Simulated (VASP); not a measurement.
# Mo (Im-3m) in VASP: further runs, part 2 of 2

VASP 6.6.1. The steps go on from the part before.

### 3 Relaxation of cell and atoms, PBE, target pressure 10 GPa, at which the enthalpy is minimised

The input, INCAR:

```
SYSTEM = Mo
PREC = Accurate ; ENCUT = 600
EDIFF = 1E-7 ; ISMEAR = -1
SIGMA = 0.05 ; LREAL = .False.
LASPH = .True. ; NELM = 80
ALGO = Normal ; ISIF = 3
LWAVE = .False. ; LCHARG = .False.
GGA = PE ; IBRION = 2
NSW = 40 ; EDIFFG = -0.01
PSTRESS = 100
```

The input, KPOINTS:

```
Automatic mesh
0
Gamma
  12 12 12
  0 0 0
```

The input, POSCAR:

```
Mo
1.0
   -1.5838089719      1.5838089719      1.5838089719
    1.5838089719     -1.5838089719      1.5838089719
    1.5838089719      1.5838089719     -1.5838089719
Mo
1
Direct
    0.0000000000      0.0000000000      0.0000000000
```

Potentials or basis: VASP PAW PBE potentials, release 64 (Mo_sv).

The run is started by

```console
cat potpaw_PBE.64/Mo_sv/POTCAR > POTCAR
mpirun -np 1 vasp_std > vasp.out
```

OUTCAR:

```text
SYSTEM = Mo
   PREC = Accurate
   ENCUT = 600
   EDIFF = 1E-7
   ISMEAR = -1
   LREAL = .False.
   LASPH = .True.
   NELM = 80
   ISIF = 3
   GGA = PE
   IBRION = 2
   NSW = 40
   EDIFFG = -0.01
   PSTRESS = 100

 ion  position               nearest neighbor table
   1  0.000  0.000  0.000-

  LATTYP: Found a body centered cubic cell.
 ALAT       =     3.1676179438

  Lattice vectors:

 A1 = (  -1.5838089719,   1.5838089719,   1.5838089719)
 A2 = (   1.5838089719,  -1.5838089719,   1.5838089719)
 A3 = (   1.5838089719,   1.5838089719,  -1.5838089719)

Analysis of symmetry for initial positions (statically):
=====================================================================
 Subroutine PRICEL returns:
 Original cell was already a primitive cell.

 Routine SETGRP: Setting up the symmetry group for a
 body centered cubic supercell.

 Subroutine GETGRP returns: Found 48 space group operations
 (whereof 48 operations were pure point group operations)
 out of a pool of 48 trial point group operations.

The static configuration has the point symmetry O_h .

Analysis of symmetry for dynamics (positions and initial velocities):
=====================================================================
 Subroutine PRICEL returns:
 Original cell was already a primitive cell.

 Routine SETGRP: Setting up the symmetry group for a
 body centered cubic supercell.

 Subroutine GETGRP returns: Found 48 space group operations
 (whereof 48 operations were pure point group operations)
 out of a pool of 48 trial point group operations.

The dynamic configuration has the point symmetry O_h .

 Subroutine INISYM returns: Found 48 space group operations
 (whereof 48 operations are pure point group operations),
 and found     1 'primitive' translations

----------------------------------------------------------------------------------------

                                     Primitive cell

  volume of cell :      15.8916

  direct lattice vectors                    reciprocal lattice vectors
    -1.583808972  1.583808972  1.583808972     0.000000000  0.315694638  0.315694638
     1.583808972 -1.583808972  1.583808972     0.315694638  0.000000000  0.315694638
     1.583808972  1.583808972 -1.583808972     0.315694638  0.315694638  0.000000000

  length of vectors
     2.743237609  2.743237609  2.743237609     0.446459639  0.446459639  0.446459639

  position of ions in fractional coordinates (direct lattice)
     0.000000000  0.000000000  0.000000000

  ion indices of the primitive-cell ions
   primitive index   ion index
                 1           1

----------------------------------------------------------------------------------------

 KPOINTS: Automatic mesh

Automatic generation of k-mesh.
 Grid dimensions read from file:
 generate k-points for:   12   12   12

 Generating k-lattice:

  Cartesian coordinates                     Fractional coordinates (reciprocal lattice)
     0.000000000  0.026307886  0.026307886     0.083333333  0.000000000  0.000000000
     0.026307886  0.000000000  0.026307886     0.000000000  0.083333333  0.000000000
[... 47 lines left out ...]
   NGXF,Y,Z  is equivalent  to a cutoff of  29.09, 29.09, 29.09 a.u.
 SYSTEM =  Mo
   PREC   = accura    normal or accurate (medium, high low for compatibility)
   ISTART =      0    job   : 0-new  1-cont  2-samecut
   ICHARG =      2    charge: 1-file 2-atom 10-const
   ISPIN  =      1    spin polarized calculation?
   LNONCOLLINEAR =      F non collinear calculations
   LSORBIT =      F    spin-orbit coupling
   LASPH  =      T    aspherical Exc in radial PAW
   ENCUT  =  600.0 eV  44.10 Ry    6.64 a.u.   5.48  5.48  5.48*2*pi/ulx,y,z
   NELM   =     80;   NELMIN=  2; NELMDL= -5     # of ELM steps
   EDIFF  = 0.1E-06   stopping-criterion for ELM
   LREAL  =      F    real-space projection
   EDIFFG = -.1E-01   stopping-criterion for IOM
   NSW    =     40    number of steps for IOM
   IBRION =      2    ionic relax: 0-MD 1-quasi-New 2-CG
   NFREE  =      1    steps in history (QN), initial steepest desc. (CG)
   ISIF   =      3    stress and relaxation
   ISYM   =      2    0-nonsym 1-usesym 2-fastsym
   POTIM  = 0.5000    time-step for ionic-motion
   TEBEG  =    0.0;   TEEND  =   0.0 temperature during run
   PSTRESS=  100.0 pullay stress
   NELECT =      14.0000    total number of electrons
   NUPDOWN=      -1.0000    fix difference up-down
   EMIN   =  10.00;   EMAX   =-10.00  energy-range for DOS
   EFERMI =   0.00;   METHOD = LEGACY
   ISMEAR =    -1;   SIGMA  =   0.05  broadening in eV -4-tet -1-fermi 0-gaus
   EFERMI_NEDOS =   21; number of points for ismear=-14 and -15
   IALGO  =     38    algorithm
   IMIX   =      4    mixing-type and parameters
     AMIX     =   0.40;   BMIX     =  1.00
     AMIX_MAG =   1.60;   BMIX_MAG =  1.00
  volume/ion in A,a.u.               =      15.89       107.24
  Fermi-wavevector in a.u.,A,eV,Ry     =   1.569380  2.965698 33.510508  2.462953
  Thomas-Fermi vector in A             =   2.671271
   LORBIT       =      0    0 simple, 1 ext, 2 COOP (PROOUT), +10 PAW based schemes
   GGA     = PE    functional components
   LHFCALC =     F    Hartree Fock is set to
   AEXX    =    0.0000 exact exchange contribution
   IVDW    =     0    specifies the selected vdW correction
   LEPSILON=     F    determine dielectric tensor
   LRPA    =     F    only Hartree local field effects (RPA)
 conjugate gradient relaxation of ions
 non-spin polarized calculation
  energy-cutoff  :      600.00
  volume of cell :       15.89
 maximum number of plane-waves:       555
 NGX is ok and might be reduce to    24
   NGX = 11   NGY = 11   NGZ = 11

--------------------------------------- Ionic step        1  -------------------------------------------

 number of electron      14.0000002 magnetization

 Free energy of the ion-electron system (eV)
  ---------------------------------------------------
  ext. energy  EPLUGINS =         0.00000000
  ---------------------------------------------------
  free energy    TOTEN  =       -10.95129809 eV

  energy without entropy =      -10.94873641  energy(sigma->0) =      -10.95001725

------------------------ aborting loop because EDIFF is reached ----------------------------------------

  FORCE on cell =-STRESS in cart. coord.  units (eV):
  Direction    XX          YY          ZZ          XY          YZ          ZX
  --------------------------------------------------------------------------------------
  -------------------------------------------------------------------------------------
  Total       -0.1443389     -0.1443389     -0.1443389      0.0000000      0.0000000     -0.0000000
  in kB      -14.5520932    -14.5520932    -14.5520932      0.0000000      0.0000000     -0.0000000
  external PRESSURE =    -114.5520932 kB  Pullay stress =     100.0000000 kB
[... 98 lines left out ...]
--------------------------------------- Ionic step        4  -------------------------------------------

 number of electron      14.0000000 magnetization

 Free energy of the ion-electron system (eV)
  ---------------------------------------------------
  ext. energy  EPLUGINS =         0.00000000
  ---------------------------------------------------
  free energy    TOTEN  =       -10.93545504 eV

  energy without entropy =      -10.93317884  energy(sigma->0) =      -10.93431694

 E-fermi :  12.9331     XC(G=0): -13.5270

 val. band max:       12.8561283944   @ k =  -0.1667   0.2500   0.0833
 cond. band min:      12.9651555845   @ k =   0.5000   0.5000   0.0833
 fundamental gap:      0.1090271900
 Fermi energy:        12.9331430156

 k-point     1 :       0.0000    0.0000    0.0000
  band No.  band energies     occupation
      1     -48.3008      2.00000
      2     -21.5098      2.00000
      3     -21.5098      2.00000
      4     -21.5098      2.00000
      5       5.6725      2.00000
      6      11.5741      2.00000
      7      11.5741      2.00000
      8      11.5741      2.00000
      9      14.6899      0.00000
     10      14.6899      0.00000
     11      27.8535      0.00000
[... 309 lines left out ...]
 k-point    24 :       0.4167    0.0833    0.0833
  band No.  band energies     occupation
      1     -48.0030      2.00000
      2     -22.9213      2.00000
      3     -22.0621      2.00000
      4     -21.6249      2.00000
      5       8.1123      2.00000
      6       9.4671      2.00000
      7      13.3668      0.00034
      8      14.9016      0.00000
      9      15.4146      0.00000
     10      19.5570      0.00000
     11      24.3915      0.00000

 [... further k-points ...]

------------------------ aborting loop because EDIFF is reached ----------------------------------------

  FORCE on cell =-STRESS in cart. coord.  units (eV):
  Direction    XX          YY          ZZ          XY          YZ          ZX
  --------------------------------------------------------------------------------------
  -------------------------------------------------------------------------------------
  Total        0.9437194      0.9437194      0.9437194      0.0000000      0.0000000      0.0000000
  in kB       99.0879338     99.0879338     99.0879338      0.0000000      0.0000000      0.0000000
  external PRESSURE =      -0.9120662 kB  Pullay stress =     100.0000000 kB
[... 20 lines left out ...]
  energy  without entropy=      -10.9331788424  energy(sigma->0) =      -10.93431694

  enthalpy is  TOTEN    =        -9.9830490242 eV   P V=        0.9524060109

 reached required accuracy - stopping structural energy minimisation
```

OSZICAR:

```text
N       E                     dE             d eps       ncg     rms          rms(c)
DAV:   1     0.100544695127E+03    0.10054E+03   -0.89482E+03  1592   0.145E+03
DAV:   2    -0.100086233605E+02   -0.11055E+03   -0.10689E+03  1728   0.364E+02
DAV:   3    -0.116088713984E+02   -0.16002E+01   -0.15867E+01  1824   0.429E+01
[... 34 lines left out ...]
DAV:   3    -0.109354458738E+02    0.52816E-04   -0.22406E-04  1701   0.187E-01    0.473E-02
DAV:   4    -0.109354550371E+02   -0.91633E-05   -0.35009E-06  1667   0.227E-02    0.201E-03
DAV:   5    -0.109354551562E+02   -0.11909E-06   -0.33638E-07  1707   0.717E-03    0.376E-04
DAV:   6    -0.109354550358E+02    0.12042E-06   -0.35696E-09   822   0.920E-04    0.162E-04
DAV:   7    -0.109354550350E+02    0.74215E-09   -0.73608E-10   792   0.382E-04
   4 F= -.99830490E+01 E0= -.99819109E+01  d E =-.236279E-01
```

Run time: 24 s. Hardware: 1 thread of Intel Xeon Platinum 8488C (Sapphire Rapids), shared host; peak memory 0.15 GiB.

Results:

| Property | Result |
| --- | --- |
| Free energy | -10.9355 eV |
| Relaxed volume | 15.26 Å³/atom |
| Relaxed cell | a = 2.706 Å, b = 2.706 Å, c = 2.706 Å, α = 109.47°, β = 109.47°, γ = 109.47° |
| Space group after relaxing (to 0.05 Å) | Im-3m (No. 229) |
| Energy change on relaxing (the enthalpy is what falls) | +15.8 meV/atom |
| Ionic steps | 4 |
| Pressure after relaxing | 9.9 GPa |
| Band gap on the k mesh | none (metal or under the smearing width) |

The path:
```
step  energy change (eV)  largest force (eV/Å)  pressure (GPa)  volume (Å³)
   1              0.0000                0.0000           -1.46        15.89
   2              0.3916                0.0000           60.62        13.42
   3              0.0140                0.0000            9.28        15.29
   4              0.0158                0.0000            9.91        15.26
```

Final structure:
```
CELL_PARAMETERS angstrom
-1.56252 1.56252 1.56252
1.56252 -1.56252 1.56252
1.56252 1.56252 -1.56252
ATOMIC_POSITIONS crystal
Mo 0.00000 0.00000 0.00000
```

Caveat: the cell is relaxed towards a set pressure, so the enthalpy falls and the energy may rise.

### 4 Relaxation of cell and atoms, PBE, target pressure 20 GPa, at which the enthalpy is minimised

INCAR, as its differences from that of step 3:

```diff
@@ -9,2 +9,2 @@
 NSW = 40 ; EDIFFG = -0.01
-PSTRESS = 100
+PSTRESS = 200
```

KPOINTS is that of step 3.

POSCAR is that of step 3.

The run is started by

```console
cat potpaw_PBE.64/Mo_sv/POTCAR > POTCAR
mpirun -np 1 vasp_std > vasp.out
```

It took 29 s on 1 thread of Intel Xeon Platinum 8488C (Sapphire Rapids), shared host; peak memory 0.16 GiB.

The run converged. Its results:

```
Free energy                                            : -10.8923 eV
Relaxed volume                                         : 14.79 Å³/atom
Relaxed cell                                           : a = 2.678 Å, b = 2.678 Å, c = 2.678 Å, α = 109.47°, β = 109.47°, γ = 109.47°
Space group after relaxing (to 0.05 Å)                 : Im-3m (No. 229)
Energy change on relaxing (the enthalpy is what falls) : +59.0 meV/atom
Ionic steps                                            : 5
Pressure after relaxing                                : 20.0 GPa
Band gap on the k mesh                                 : none (metal or under the smearing width)
```

Step by step:
```tsv
step	energy change (eV)	largest force (eV/Å)	pressure (GPa)	volume (Å³)
1	0.0000	0.0000	-1.46	15.89
2	1.6575	0.0000	158.98	11.48
3	0.0438	0.0000	16.99	14.92
4	0.0554	0.0000	19.32	14.82
5	0.0590	0.0000	20.00	14.79
```

Final structure:
```
Mo
1.0
    -1.54642    1.54642    1.54642
     1.54642   -1.54642    1.54642
     1.54642    1.54642   -1.54642
Mo
1
Direct
  0.00000 0.00000 0.00000
```

Levels at points of the mesh, in eV from the Fermi level:
```tsv
k point	band 3	band 4	band 5	band 6	band 7	band 8	band 9	band 10	band 11
(0.00, 0.00, 0.00)	-34.37	-34.37	-7.35	-1.42	-1.42	-1.42	1.82	1.82	14.97
(0.50, 0.00, 0.00)	-34.89	-34.39	-5.61	-3.62	1.88	1.91	2.55	5.20	12.13
(0.50, 0.50, 0.50)	-35.51	-35.51	-5.82	-5.82	4.36	4.36	4.36	9.57	9.57
```

Caveat: the cell is relaxed towards a set pressure, so the enthalpy falls and the energy may rise.

### 5 For comparison

An earlier run on the cell as given: functional PBE; potentials or basis VASP PAW PBE potentials, release 64 (Mo_sv); cutoff 520 eV; k mesh 12 × 12 × 12; occupations fermi-dirac, width 0.05 eV; no spin polarisation.

* Pressure: -1.4 GPa
* Band gap on the k mesh: none (metal or under the smearing width)

### 6 Overview

| task | cell | cutoff (eV) | target pressure | gap on the mesh (eV) | pressure (GPa) |
| --- | --- | --- | --- | --- | --- |
| relaxation of cell and atoms | relaxed to 5 GPa | 600 | 5 GPa | none | 5.0 |
| relaxation of cell and atoms | relaxed to 10 GPa | 600 | 10 GPa | none | 9.9 |
| relaxation of cell and atoms | relaxed to 20 GPa | 600 | 20 GPa | none | 20.0 |
| single point | as given | 520 | - | none | -1.4 |

Alike in all rows: level PBE; potentials or basis VASP PAW PBE potentials, release 64 (Mo_sv); no spin polarisation; k mesh 12 × 12 × 12; smearing fermi-dirac 0.05 eV.

Caveats: the cell is relaxed towards a set pressure, so the enthalpy falls and the energy may rise (some runs).

Total energies depend on the potentials used, so only differences within one code and one set of settings carry meaning.
